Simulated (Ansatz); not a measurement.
## An added S started as a split pair with a S atom in zincblende ZnS, 65 atoms, charge 0

All numbers come from Ansatz (PAW, plane waves, no spin–orbit coupling) at the single k point (¼, ¼, ¼) without its symmetry partners. The atoms were relaxed with PBEsol in a fixed cell; other functionals are single points on those atoms unless said otherwise. The valence top and gap of the host come from its small cell on a dense mesh, with the band extrema sought between the mesh points, lined up by the mean potential, PBEsol gap 2.09 eV, HSE06 gap 3.46 eV.

Relaxed structure:

```
Zn S
1.0
    10.71254    0.00000    0.00000
     0.00000   10.71254    0.00000
     0.00000    0.00000   10.71254
Zn S
32 33
Direct
  0.00055 0.00092 0.99767
  0.00918 0.00953 0.49367
  0.00100 0.49874 0.00256
  0.99821 0.50203 0.50072
  0.49845 0.00129 0.00246
  0.50168 0.99856 0.50076
  0.49689 0.49719 0.00179
  0.48624 0.48663 0.48608
  0.24862 0.24895 0.99943
  0.24724 0.24759 0.49809
  0.24418 0.75164 0.00337
  0.24892 0.74930 0.50050
  0.75126 0.24457 0.00329
  0.74894 0.24930 0.50052
  0.74956 0.74993 0.99965
  0.77303 0.77331 0.46422
  0.25100 0.00126 0.24918
  0.24937 0.99831 0.75005
  0.24836 0.49887 0.25019
  0.24755 0.49888 0.75102
  0.75262 0.00445 0.24476
  0.74944 0.99614 0.74775
  0.74939 0.49946 0.24554
  0.75302 0.48780 0.76297
  0.00091 0.25132 0.24920
  0.99789 0.24970 0.75006
  0.00409 0.75301 0.24473
  0.99588 0.74979 0.74783
  0.49854 0.24868 0.25019
  0.49860 0.24799 0.75102
  0.49912 0.74975 0.24555
  0.48708 0.75324 0.76310
  0.12407 0.12441 0.12476
  0.12665 0.12702 0.62730
  0.12493 0.62335 0.12587
  0.12369 0.62472 0.62501
  0.62300 0.12527 0.12581
  0.62438 0.12404 0.62502
  0.62345 0.62381 0.12286
  0.57036 0.57097 0.66192
  0.37210 0.37243 0.12666
  0.36809 0.36844 0.62593
  0.37247 0.87526 0.12426
  0.37516 0.87318 0.62441
  0.87489 0.37277 0.12427
  0.87281 0.37554 0.62440
  0.87555 0.87594 0.12264
  0.88827 0.88855 0.61991
  0.37486 0.12374 0.37596
  0.37299 0.12313 0.87540
  0.37311 0.62636 0.37165
  0.36492 0.62228 0.88440
  0.87512 0.12740 0.37312
  0.87333 0.12324 0.87366
  0.88143 0.62290 0.36364
  0.87676 0.62245 0.87967
  0.12341 0.37519 0.37595
  0.12273 0.37328 0.87542
  0.12705 0.87549 0.37310
  0.12295 0.87374 0.87369
  0.62599 0.37348 0.37168
  0.62207 0.36544 0.88426
  0.62259 0.88173 0.36373
  0.62203 0.87695 0.87950
  0.70825 0.70822 0.64785
```

Chemical potentials μ are those of reference phases of the elements at zero temperature by the same functional (the usual solids, diamond for C, grey Sn, and the molecules H2, N2, O2, F2, Cl2, Br2 and S8).

| functional | E(defect) − E(host) − Σ nμ + q·E_VBM (eV) | monopole (eV) | alignment (eV) | formation energy at E_F = VBM (eV) | moment (μB) | wall time, shared host |
| --- | --- | --- | --- | --- | --- | --- |
| PBEsol | 2.46 | 0.00 | 0.00 | 2.46 | 0 (no spin) | 12 s on NVIDIA GB300 (relaxation) |

(1) Estimate the formation energy and moment that HSE06 gives on these atoms.

HSE06 one-electron levels near the gap (the ten most localised at most), from the host's valence top:

| level (eV) | spin | filling | atoms sharing it | element of the atom with most weight |
| --- | --- | --- | --- | --- |
| -0.11 | both | 2.00 | 47.2 | spread |
| -0.07 | both | 2.00 | 43.9 | spread |
| 0.20 | both | 2.00 | 7.0 | S |
| 0.54 | both | 2.00 | 4.3 | S |

All elements are taken at their own reference at once; growth conditions in equilibrium with the host shift these energies, by up to the host's formation enthalpy.

One k point and a cell of this size can leave errors of several tenths of an eV in such numbers.

Answers

(1) 3.05 eV at E_F = VBM, moment 0 (no spin).
